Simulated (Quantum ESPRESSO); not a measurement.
# SiC (Moissanite) (P6_3mc) in Quantum ESPRESSO: a series of runs, part 3 of 4

Quantum ESPRESSO 7.5. Earlier steps stand in the parts before.

## 4. Phonons, WC

The input, pw.in:

```
&CONTROL
  calculation = 'scf'
  prefix = 'pwscf'
  outdir = './tmp'
  pseudo_dir = './pseudo'
  tprnfor = .true.
  tstress = .true.
  disk_io = 'low'
/
&SYSTEM
  ibrav = 0
  nat = 4
  ntyp = 2
  ecutwfc = 82
  nbnd = 14
  input_dft = 'wc'
  occupations = 'smearing'
  smearing = 'fd'
  degauss = 0.00367493
/
&ELECTRONS
  conv_thr = 8d-10
  electron_maxstep = 120
  mixing_beta = 0.5
/
ATOMIC_SPECIES
Si    28.0850 Si.upf
C     12.0110 C.upf
CELL_PARAMETERS angstrom
   3.0760000000    0.0000000000    0.0000000000
  -1.5380000000    2.6638941420    0.0000000000
   0.0000000000    0.0000000000    5.0480000000
ATOMIC_POSITIONS crystal
Si     0.6666666667    0.3333333333    0.5000000000
Si     0.3333333333    0.6666666667    0.0000000000
C      0.6666666667    0.3333333333    0.8850000000
C      0.3333333333    0.6666666667    0.3850000000
K_POINTS automatic
6 6 4 0 0 1
```

The input, relax.in:

```
&CONTROL
  calculation = 'relax'
  prefix = 'pwscf'
  outdir = './tmp'
  pseudo_dir = './pseudo'
  tprnfor = .true.
  tstress = .true.
  disk_io = 'low'
  nstep = 40
  forc_conv_thr = 0.0001
  etot_conv_thr = 1d-06
/
&SYSTEM
  ibrav = 0
  nat = 4
  ntyp = 2
  ecutwfc = 82
  nbnd = 14
  input_dft = 'wc'
  occupations = 'smearing'
  smearing = 'fd'
  degauss = 0.00367493
/
&ELECTRONS
  conv_thr = 8d-10
  electron_maxstep = 120
  mixing_beta = 0.5
/
&IONS
  ion_dynamics = 'bfgs'
/
ATOMIC_SPECIES
Si    28.0850 Si.upf
C     12.0110 C.upf
CELL_PARAMETERS angstrom
   3.0760000000    0.0000000000    0.0000000000
  -1.5380000000    2.6638941420    0.0000000000
   0.0000000000    0.0000000000    5.0480000000
ATOMIC_POSITIONS crystal
Si     0.6666666667    0.3333333333    0.5000000000
Si     0.3333333333    0.6666666667    0.0000000000
C      0.6666666667    0.3333333333    0.8850000000
C      0.3333333333    0.6666666667    0.3850000000
K_POINTS automatic
6 6 4 0 0 1
```

The input, scf2.in:

```
&CONTROL
  calculation = 'scf'
  prefix = 'pwscf'
  outdir = './tmp'
  pseudo_dir = './pseudo'
  tprnfor = .true.
  tstress = .true.
  disk_io = 'low'
/
&SYSTEM
  ibrav = 0
  nat = 4
  ntyp = 2
  ecutwfc = 82
  nbnd = 14
  input_dft = 'wc'
  occupations = 'fixed'
/
&ELECTRONS
  conv_thr = 1d-13
  electron_maxstep = 120
  mixing_beta = 0.5
  startingpot = 'file'
  startingwfc = 'file'
/
ATOMIC_SPECIES
Si    28.0850 Si.upf
C     12.0110 C.upf
CELL_PARAMETERS angstrom
   3.0760000000    0.0000000000    0.0000000000
  -1.5380000000    2.6638941420    0.0000000000
   0.0000000000    0.0000000000    5.0480000000
ATOMIC_POSITIONS crystal
Si     0.6666666667    0.3333333333    0.5045828232
Si     0.3333333333    0.6666666667    0.0045828232
C      0.6666666667    0.3333333333    0.8804171768
C      0.3333333333    0.6666666667    0.3804171768
K_POINTS automatic
6 6 4 0 0 1
```

The input, ph.in:

```
phonons of SiC
&INPUTPH
  prefix = 'pwscf'
  outdir = './tmp'
  tr2_ph = 1d-16
  fildyn = 'dyn'
  niter_ph = 60
  alpha_mix(1) = 0.7
  epsil = .true.
/
0.0000000000 0.0000000000 0.0000000000
```

The input, dynmat.in:

```
&INPUT
  fildyn = 'dyn'
  asr = 'crystal'
  lperm = .true.
  filout = 'dynmat.disp'
  fileig = 'dynmat.eig'
/
```

The input, dynmat_lo.in:

```
&INPUT
  fildyn = 'dyn'
  asr = 'crystal'
  filout = 'dynmat_lo.disp'
  fileig = 'dynmat_lo.eig'
  q(1) = 0
  q(2) = 0
  q(3) = 1
/
```

Potentials or basis: PseudoDojo 0.4.1 SR PBE standard.

Command:

```bash
OMP_NUM_THREADS=1 pw.x -in pw.in > pw.out
OMP_NUM_THREADS=1 pw.x -in relax.in > relax.out
OMP_NUM_THREADS=1 pw.x -in scf2.in > scf2.out
OMP_NUM_THREADS=1 ph.x -in ph.in > ph.out
OMP_NUM_THREADS=1 dynmat.x -in dynmat.in > dynmat.out
OMP_NUM_THREADS=1 dynmat.x -in dynmat_lo.in > dynmat_lo.out
```

pw.out:

```text
This program is part of the open-source Quantum ESPRESSO suite
     for quantum simulation of materials; please cite
         "P. Giannozzi et al., J. Phys.:Condens. Matter 21 395502 (2009);
         "P. Giannozzi et al., J. Phys.:Condens. Matter 29 465901 (2017);
         "P. Giannozzi et al., J. Chem. Phys. 152 154105 (2020);
     in publications or presentations arising from this work. More details at

     IMPORTANT: XC functional enforced from input :
     Exchange-correlation= WC
                           (   1   4  11   4   0   0   0)
     Any further DFT definition will be discarded
     Please, verify this is what you really want

     Message from routine setup:
     using ibrav=0 with symmetry is DISCOURAGED, use correct ibrav instead

     G-vector sticks info
     --------------------
     sticks:   dense  smooth     PW     G-vecs:    dense   smooth      PW
     Sum         757     757    223                27991    27991    4475

     Using Slab Decomposition

     bravais-lattice index     =            0
     lattice parameter (alat)  =       5.8128  a.u.
     unit-cell volume          =     279.1382 (a.u.)^3
     number of atoms/cell      =            4
     number of atomic types    =            2
     number of electrons       =        16.00
     number of Kohn-Sham states=           14
     kinetic-energy cutoff     =      82.0000  Ry
     charge density cutoff     =     328.0000  Ry
     scf convergence threshold =      8.0E-10
     mixing beta               =       0.5000
     number of iterations used =            8  plain     mixing
[... 81 lines left out ...]

     total energy              =     -40.82625101 Ry
     estimated scf accuracy    <       0.86046922 Ry
[... 50 lines left out ...]
     iteration #  9     ecut=    82.00 Ry     beta= 0.50
     Davidson diagonalization with overlap
     ethr =  3.10E-11,  avg # of iterations =  3.4

     End of self-consistent calculation

          k = 0.0000 0.0000 0.0762 (  3507 PWs)   bands (ev):

    -5.9218  -2.7925   1.4589   8.2544   8.2544   9.3053   9.4394   9.4394
    14.4018  16.0566  16.2666  16.2666  17.0680  18.2773
[... 23 lines left out ...]
    -3.5021  -2.4560   2.7383   3.7259   5.7776   7.0680   7.8020   7.8434
    12.9462  13.8551  15.2875  16.8901  18.9304  20.2250

          k = 0.0000-0.5774 0.0762 (  3492 PWs)   bands (ev):

    -2.5828  -1.1998   1.5143   2.9156   4.6954   6.2665   6.7798   8.1682
    12.3446  13.5050  16.5412  17.1754  18.1675  19.1242

          k = 0.0000-0.5774 0.2285 (  3476 PWs)   bands (ev):

    -2.1186  -1.4538   1.0468   1.7311   6.5667   6.7126   7.4746   7.7553
    12.5522  12.8969  15.1711  15.2737  18.8925  20.3421

          k = 0.1667 0.2887 0.0762 (  3494 PWs)   bands (ev):
[... 26 lines left out ...]
    -1.2112  -1.2112   1.9727   1.9727   3.3878   4.3936   7.6789   7.6789
    14.3454  14.9652  14.9652  16.7112  19.9249  19.9250

     the Fermi energy is    10.6181 ev

!    total energy              =     -41.03897519 Ry
     estimated scf accuracy    <          4.6E-10 Ry
     smearing contrib. (-TS)   =      -0.00000000 Ry
     internal energy E=F+TS    =     -41.03897519 Ry

     The total energy is F=E-TS. E is the sum of the following terms:
     one-electron contribution =      11.12275565 Ry
     hartree contribution      =       4.69830903 Ry
     xc contribution           =     -15.07085066 Ry
     ewald contribution        =     -41.78918921 Ry

     convergence has been achieved in   9 iterations

     Forces acting on atoms (cartesian axes, Ry/au):

     atom    1 type  1   force =    -0.00000000   -0.00000000    0.02931313
     atom    2 type  1   force =     0.00000000    0.00000000    0.02931313
     atom    3 type  2   force =     0.00000000    0.00000000   -0.02931313
     atom    4 type  2   force =     0.00000000    0.00000000   -0.02931313

     Total force =     0.058626     Total SCF correction =     0.000002

     Computing stress (Cartesian axis) and pressure

          total   stress  (Ry/bohr**3)                   (kbar)     P=       18.31
   0.00024054   0.00000000   0.00000000           35.38        0.00        0.00
   0.00000000   0.00024054   0.00000000            0.00       35.38        0.00
   0.00000000   0.00000000  -0.00010762            0.00        0.00      -15.83

=------------------------------------------------------------------------------=
   JOB DONE.
=------------------------------------------------------------------------------=
```

scf2.out:

```text
This program is part of the open-source Quantum ESPRESSO suite
     for quantum simulation of materials; please cite
         "P. Giannozzi et al., J. Phys.:Condens. Matter 21 395502 (2009);
         "P. Giannozzi et al., J. Phys.:Condens. Matter 29 465901 (2017);
         "P. Giannozzi et al., J. Chem. Phys. 152 154105 (2020);
[... 215 lines left out ...]
  -0.00000000   0.00010900   0.00000000           -0.00       16.03        0.00
   0.00000000   0.00000000   0.00009813            0.00        0.00       14.44

=------------------------------------------------------------------------------=
   JOB DONE.
=------------------------------------------------------------------------------=
```

Wall time 1.8 min (1 thread of AMD EPYC 9R45 (Zen 5), shared host); peak memory 0.08 GiB.

What came out:

```
Free energy                                             : -558.3998 eV
Pressure after relaxing                                 : 1.6 GPa
Electronic dielectric tensor (diagonal)                 : 7.42
Born charges (mean of the diagonal)                     : Si +2.71; C -2.82 e
Highest phonon frequency at Γ, LO-TO splitting left out : 829 cm⁻¹
Static dielectric tensor (diagonal)                     : 10.71, 10.71, 11.43
```

Stress tensor (GPa, compression positive):
```
1.60 0.00 0.00
0.00 1.60 0.00
0.00 0.00 1.44
```

The path:
```
step  energy change (eV)  largest force (eV/Å)  pressure (GPa)
   1              0.0000                0.7537            1.83
   2             -0.0320                0.2666            1.60
   3             -0.0361                0.0312            1.55
   4             -0.0361                0.0011            1.55
   5             -0.0361                0.0003            1.55
```

Final structure:
```cif
data_structure
_symmetry_space_group_name_H-M 'P 1'
_symmetry_Int_Tables_number 1
_cell_length_a 3.0760
_cell_length_b 3.0760
_cell_length_c 5.0480
_cell_angle_alpha 90.000
_cell_angle_beta 90.000
_cell_angle_gamma 120.000
_cell_volume 41.36
loop_
_atom_site_label
_atom_site_type_symbol
_atom_site_fract_x
_atom_site_fract_y
_atom_site_fract_z
_atom_site_occupancy
Si1 Si 0.66667 0.33333 0.50458 1
Si2 Si 0.33333 0.66667 0.00458 1
C1 C 0.66667 0.33333 0.88042 1
C2 C 0.33333 0.66667 0.38042 1
```

Phonon frequencies in cm⁻¹ (negative: imaginary):
| q point | frequencies |
| --- | --- |
| (0.000, 0.000, 0.000) | -1 -1 0 253 253 594 761 761 764 795 795 829 |

Electronic dielectric tensor:
```
7.42 0.00 0.00
0.00 7.42 0.00
0.00 0.00 7.42
```

Born effective charge tensors (e):
atom 1, Si
```
2.63 0.00 0.00
0.00 2.63 0.00
0.00 0.00 2.87
```
atom 2, Si
```
2.63 0.00 0.00
0.00 2.63 0.00
0.00 0.00 2.87
```
atom 3, C
```
-2.78  0.00  0.00
 0.00 -2.78  0.00
 0.00  0.00 -2.89
```
atom 4, C
```
-2.78  0.00  0.00
 0.00 -2.78  0.00
 0.00  0.00 -2.89
```

Optical modes at Γ, degenerate ones joined, polar ones without the macroscopic field:
| cm⁻¹ | components | symmetry | active in | IR intensity, summed ((D/Å)²/amu) |
| --- | --- | --- | --- | --- |
| 253 | 2 | E2 | Raman | 0.00 |
| 594 | 1 | B1 | silent | 0.00 |
| 761 | 2 | E2 | Raman | 0.00 |
| 764 | 1 | A1 | IR and Raman | 45.43 |
| 795 | 2 | E1 | IR and Raman | 80.47 |
| 829 | 1 | B1 | silent | 0.00 |

Zone-centre frequencies without and with the macroscopic field along z (cm⁻¹):
|  | optical modes in rising order |
| --- | --- |
| without | 253 253 594 761 761 764 795 795 829 |
| with the field | 253 253 594 761 761 795 795 829 949 |

Static dielectric tensor, electrons and zone-centre modes:
```
10.71  0.00  0.00
 0.00 10.71  0.00
 0.00  0.00 11.43
```

Caveat: the mesh is thin for the dielectric tensor, Born charges and intensities, which usually come out too large; the potentials were made for another functional, which shifts forces and pressure; the Born charges break their sum rule by 0.21 e, a sign of too thin a mesh.

(Continued in part 4 of 4.)
